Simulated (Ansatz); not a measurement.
# Sb (Antimony): properties at the relaxed cell

One table from this session's results is given with a row withheld; the runs are named, their logs left out.

Computed with Ansatz 0.2.0 (DFT PBE, scalar-relativistic, plane waves, PAW, unless a step's input says otherwise).

1 further run of the same task is left out (set aside as unsound or not needed).

## The structure to begin with

The structure is cubic, space group Pm-3m (No. 221). Conventional cell: a = 3.110 Å, b = 3.110 Å, c = 3.110 Å, α = 90.00°, β = 90.00°, γ = 90.00°. Sb (site symmetry m-3m) is surrounded by 6 Sb at 3.11 Å.

Structure file:

```cif
data_structure
_symmetry_space_group_name_H-M 'P 1'
_symmetry_Int_Tables_number 1
_cell_length_a 3.1105
_cell_length_b 3.1105
_cell_length_c 3.1105
_cell_angle_alpha 90.000
_cell_angle_beta 90.000
_cell_angle_gamma 90.000
_cell_volume 30.09
loop_
_atom_site_label
_atom_site_type_symbol
_atom_site_fract_x
_atom_site_fract_y
_atom_site_fract_z
_atom_site_occupancy
Sb1 Sb 0.00000 0.00000 0.00000 1
```

This cell was relaxed beforehand with the same method: volume 30.09 Å³/atom, gap on the mesh none (metal).

Set-up of the first run:

The input, input.yaml:

```yaml
crystal:
  lattice:
    - [3.110461199, 0.0, 0.0]
    - [0.0, 3.110461199, 0.0]
    - [0.0, 0.0, 3.110461199]
  atoms:
    - { symbol: Sb, position: [0.0, 0.0, 0.0] }
basis:
  ecutwfc: 420
kpoints:
  mp_grid: { grid: [14, 14, 14] }
  band_path:
    path:
      - [[0.0, 0.0, 0.0], [0.0, 0.5, 0.0], [0.5, 0.5, 0.0], [0.0, 0.0, 0.0], [0.5, 0.5, 0.5], [0.0, 0.5, 0.0]]
      - [[0.5, 0.5, 0.5], [0.5, 0.5, 0.0]]
    npoints: 14
hamiltonian:
  xc: pbe
scf:
  occupations: { method: gaussian, width: 0.1 }
  n_extra_bands: 6
output:
  forces: true
  stress: true
  eigenvalues: true
  populations: true
  dos: { projected: true, de: 0.02, nscf_kmesh: { grid: [21, 21, 21] } }
  bader: true
  write_density: true
  write_potential: true
  elf: true
  volumetric_format: npy
```

Launch:

```bash
$ ansatz run input.yaml --threads 1 --pin off --max-ram 2560MiB --backend cpu --events-out ev --progress --plain --runs-dir out
```

Steps of the session up to this table: Bands, states and charges; Back to the database's cell; Point at V/V0 = 0.97; Point at V/V0 = 1.03; Volume × 0.94; The cell scaled to 1.06 of its volume; Volume × 0.91; The cell scaled to 1.10 of its volume; Volume × 0.88.

One of the session's tables, all rows but one given; the rest of the session is left out.

It belongs to the step «Energy against volume». 

| volume (Å³/atom) | energy above the lowest point (meV/atom) | pressure (GPa) |
| --- | --- | --- |
| 26.482 | 91.0 | 9.08 |
| 27.385 | 48.3 | 6.23 |
| 28.288 | 20.2 | 3.81 |
| 29.191 | ? | ? |
| 30.094 | 0.0 | 0.00 |
| 30.996 | 4.2 | -1.49 |
| 31.899 | 16.2 | -2.78 |
| 33.103 | 42.4 | -4.20 |

Estimate the missing values for volume (Å³/atom) = 29.191.

Worked estimate for «energy above the lowest point (meV/atom)». A straight line through the neighbours (28.288, 20.2) and (30.094, 0.0) gives 20.2 + (0.0 − 20.2) × (29.191 − 28.288) / (30.094 − 28.288) = 10.1; a parabola fitted to 4 rows on both sides gives 4.7.

As computed: energy above the lowest point (meV/atom): 4.8; pressure (GPa): 1.75. In «energy above the lowest point (meV/atom)» the line misses by +5.3 and the parabola by -0.1.
